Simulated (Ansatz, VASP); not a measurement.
**One calculation of SnO2, two programs**

```xyz
6
Lattice="4.7207 0.0000 0.0000 0.0000 4.7207 0.0000 0.0000 0.0000 3.1888" Properties=species:S:1:pos:R:3 pbc="T T T"
Sn    0.0000    0.0000   -0.0420
Sn    2.3604    2.3604    1.6364
O     1.3605    1.5296    0.0244
O     0.9999    3.8900    1.5699
O     3.3602    3.1911    0.0244
O     3.7208    0.8307    1.5699
```

Change from the starting cell: mode 4 frozen in at -0.120 Å and mode 5 at -0.042 Å (largest displacements).

Alike in both runs: task single point; functional LDA; k mesh 6 × 6 × 8; occupations gaussian, width 0.05 eV; no spin polarisation.

|  | VASP | Ansatz |
| --- | --- | --- |
| version | VASP 6.6.1 | Ansatz 0.2.0 |
| potentials or method | VASP PAW LDA potentials, release 64 (Sn_d, O) | scalar-relativistic, plane waves, PAW |
| plane-wave cutoff (eV) | 520 | 520 |
| valence electrons in the cell | 52 | 52 |

|  | VASP | Ansatz | Ansatz less VASP |
| --- | --- | --- | --- |
| gap on the k mesh at the Fermi level (eV) | 1.30 | 1.27 | -0.023 |
| least direct gap on the mesh (eV) | 1.30 | 1.27 | -0.023 |
| pressure (GPa) | 0.6 | -0.7 | -1.36 |
| largest component of the traceless stress (GPa) | 0.79 | 0.70 | -0.089 |
| rms of the force components (eV/Å) | 0.140 | 0.137 | -0.0031 |

Atom by atom the forces differ by 0.016 eV/Å (rms over components). Ansatz warned: «pseudo_functional_mismatch».

Caveats: spin-orbit coupling is left out, which moves the levels of the heavy elements.
